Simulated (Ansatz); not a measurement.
# LiBr: settings compared (Ansatz)

Launch command:

```bash
ansatz run input.yaml --threads 1 --pin off --max-ram 2560MiB --backend cpu --events-out ev --progress --plain --runs-dir out
```

The input file (Ansatz 0.2.0, plane waves):

```yaml
crystal:
  lattice:
    - [0.0, 2.71531115, 2.71531115]
    - [2.71531115, 0.0, 2.71531115]
    - [2.71531115, 2.71531115, 0.0]
  atoms:
    - { symbol: Li, position: [0.0, 0.0, 0.0] }
    - { symbol: Br, position: [0.5, 0.5, 0.5] }
  symmetry: { tolerance: 0.0003 }
kpoints:
  mp_grid: { grid: [6, 6, 6], shift: [0, 0, 0] }
magnetization:
  spin_polarized: false
scf:
  occupations: { method: fermi_dirac }
hamiltonian:
  pseudopotentials: { kind: paw }
  xc: r2scan
basis:
  ecutwfc: 500
output:
  forces: true
  stress: true
  eigenvalues: true
```

Origin of the cell: a database entry, scaled a little.

The smearing width isn't typed, so it takes its default of 0.1 eV.

Output of this run (shortened):

```
SCF iter   1: F=—  HF=-3001.441321 eV  Δρ=2.40e-3  dr2=2.82e-3  dr2_τ=2.99e-3
SCF iter   2: F=—  HF=-3001.460573 eV  Δρ=1.17e-3  dr2=4.97e-4  dr2_τ=2.44e-5
SCF iter   3: F=—  HF=-3001.460760 eV  Δρ=1.41e-4  dr2=4.49e-6  dr2_τ=1.38e-6
SCF iter   4: F=—  HF=-3001.460770 eV  Δρ=1.75e-5  dr2=4.33e-8  dr2_τ=8.41e-9
SCF iter   5: F=-3001.460770 eV  HF=-3001.460770 eV  Δρ=1.97e-6  dr2=5.04e-10  dr2_τ=2.32e-10
SCF iter   6: F=-3001.460770 eV  HF=-3001.460770 eV  Δρ=2.47e-7  dr2=3.86e-11  dr2_τ=2.06e-12
SCF 1 converged in 6 iterations: F = -3001.460770 eV  dr2 = 3.86e-11
SCF converged after 6 iterations
Free energy (F): -3001.460770 eV
Harris-Foulkes:  -3001.460770 eV  (|F-HF|=9.55e-12)
Internal energy: -3001.460770 eV  (E = F + TS)
E sigma→0 (E₀):  -3001.460770 eV
Fermi energy:    5.172750 eV
--- Per-component energies (eV) ---
  E_band       = -106.444567
  E_kinetic    = 157.021698
  E_local      = -305.556493  (includes V_loc(G=0)·N_el)
  E_nonlocal   = 36.799713
  E_hartree    = 78.112661
  E_xc         = -262.471902
  E_vxc        = -131.052781  (∫ρ·V_xc dr)
  E_paw        = -2291.974044  (= ΣΔE_a)
  E_vpaw       = -26.571052  (= ΣTr[D̂ρ^β])
  E_aug_tail   = -0.000099  (compensation charges beyond the density's cutoff)
  E_vtau       = 6.689066  (kinetic-family band-sum trace: ∫τ·v_τ [+ j·A + Jᵃ·Aᵃ] dr)
  E_ewald      = -413.234111
  E_core_change = -0.158194  (= ΣΔE_core)
  E_smearing   = -0.000000  (= −TS)
  Σ components = -3001.460770   (vs F -3001.460770, Δ=0.00e0)
--- Forces (eV/Å), atoms counted from 1 ---
  atom   1  Li    -0.000000     0.000000     0.000000
  atom   2  Br     0.000000     0.000000    -0.000000
  max |Σ_I F_I| component: 0.0 eV/Å
--- Stress (GPa, compression-positive) ---
        0.810158       0.000000       0.000000
       -0.000000       0.810158       0.000000
        0.000000       0.000000       0.810158
  P = ⅓ Tr σ = 0.8102 GPa (8.102 kbar)
```

The same input was run again with these changes:

1. `hamiltonian.dispersion` default → d3bjatm; `crystal.symmetry` { tolerance: 0.0003 } → { detect: false }
2. `kpoints.mp_grid.grid` [6, 6, 6] → [4, 4, 4]
3. `basis.ecutwfc` 500 → "200 eV"
4. `scf.occupations` { method: fermi_dirac } → { method: fixed }; `scf.max_iter` default → 80

| run | end | SCF iterations | P (GPa) | max force component (eV/Å) | moment (μB) | ΔE(σ→0) (meV/atom) |
| --- | --- | --- | --- | --- | --- | --- |
| base | converged | 6 | 0.81 | 0.000 | – | 0 |
| 1 | converged | 6 | 0.09 | 0.000 | – | – |
| 2 | converged | 6 | 0.95 | 0.000 | – | 4.81 |
| 3 | converged | 6 | 0.93 | 0.000 | – | 588.91 |
| 4 | converged | 6 | 0.81 | 0.000 | – | 0.00 |

Energies are compared only where functional, datasets, charge and starting cell are the same.

Not properties of the system: run 2 (too coarse or loose: `kpoints.mp_grid.grid` = [4, 4, 4]), run 3 (too coarse or loose: `basis.ecutwfc` = "200 eV").

Run 3: the cutoff lies below the datasets' advice.

The base run ran for 0.9 s on 1 thread of Intel(R) Xeon(R) 6975P-C (Granite Rapids), with other jobs on the host, peak memory 0.44 GiB, from the program's own first density.
